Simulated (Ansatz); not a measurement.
# TiO: projected density of states with LDA+U

Crystal: TiO.

```
CELL_PARAMETERS angstrom
3.03100 0.00000 0.00000
-1.51550 2.62492 0.00000
0.00000 0.00000 3.23770
ATOMIC_POSITIONS crystal
Ti 0.66667 0.33333 0.00000
O 0.00000 0.00000 0.50000
```

* Program: Ansatz 0.2.0
* Task: projected density of states
* Functional: LDA
* Potentials or basis: Ansatz PAW
* Cutoff: 420 eV
* Density cutoff: 1680 eV
* k mesh: 10 × 10 × 8
* Occupations: tetrahedron
* Spin: no spin polarisation
* Hubbard terms: Ti d U = 3.5 eV
* Driver: chain
* Hubbard projectors: ortho-atomic (the default)
* Double counting: fll (the default)

```yaml
Pressure: -41.7 GPa
Band_gap_on_the_k_mesh: 0.18 eV, direct
```

Stress tensor (GPa, compression positive):
```
-33.98   0.00   0.00
  0.00 -33.98   0.00
  0.00   0.00 -57.14
```

Levels at points of the mesh, in eV from the valence-band top:
| k point | band 6 | band 7 | band 8 | band 9 | band 10 | band 11 | band 12 | band 13 |
| --- | --- | --- | --- | --- | --- | --- | --- | --- |
| (0.00, 0.00, 0.00) | -4.38 | -3.69 | -3.69 | -2.45 | 0.44 | 1.08 | 1.08 | 2.27 |
| (0.00, 0.00, -0.50) | -7.40 | -3.38 | -3.38 | 0.00 | 0.18 | 0.18 | 2.30 | 2.30 |
| (0.00, -0.50, 0.00) | -6.74 | -4.74 | -3.74 | -1.56 | 1.43 | 1.93 | 2.21 | 2.50 |
| (0.00, -0.50, -0.50) | -6.00 | -5.85 | -4.26 | -0.74 | 1.64 | 1.75 | 2.18 | 3.04 |

States per cell in windows of 1 eV (zero at the valence-band top; states under -8 eV left out):
```
from (eV)  total  Ti 3d  O 2p  Ti 4s  O 2s  Ti 3s
     -8.0   0.03   0.00  0.02   0.01  0.00   0.00
     -7.0   0.98   0.12  0.70   0.13  0.01   0.01
     -6.0   1.95   0.26  1.53   0.10  0.01   0.01
     -5.0   1.96   0.24  1.66   0.02  0.00   0.00
     -4.0   1.08   0.11  0.95   0.00  0.00   0.00
     -3.0   0.01   0.01  0.00   0.00  0.00   0.00
     -2.0   0.51   0.44  0.02   0.03  0.00   0.00
     -1.0   1.48   1.29  0.08   0.06  0.00   0.00
      0.0   1.29   1.15  0.09   0.02  0.02   0.00
      1.0   3.54   3.17  0.17   0.07  0.09   0.00
      2.0   3.19   2.72  0.34   0.07  0.03   0.00
      3.0   0.44   0.19  0.08   0.12  0.02   0.00
      4.0   0.45   0.05  0.07   0.21  0.01   0.00
      5.0   0.78   0.07  0.09   0.35  0.01   0.01
      6.0   0.33   0.02  0.01   0.07  0.00   0.00
      7.0   0.10   0.00  0.00   0.00  0.00   0.00
```

Eigenvalues of the final occupation matrices:
```
  site  spin  trace               eigenvalues
site 1     1   1.29  0.11 0.11 0.33 0.33 0.41
```

It took 5.7 s on 2 threads of Arm Neoverse V1, on a shared host, peak memory 0.43 GiB.

Caveat: a pressure of tens of GPa on the cell as given is suspect, and the run, the potentials or the cell itself is likely at fault; the pressure holds a Pulay correction of +0.7 GPa for the finite cutoff; with tetrahedron occupations forces and stress needn't match the slope of the energy. A k mesh can miss the band edges.
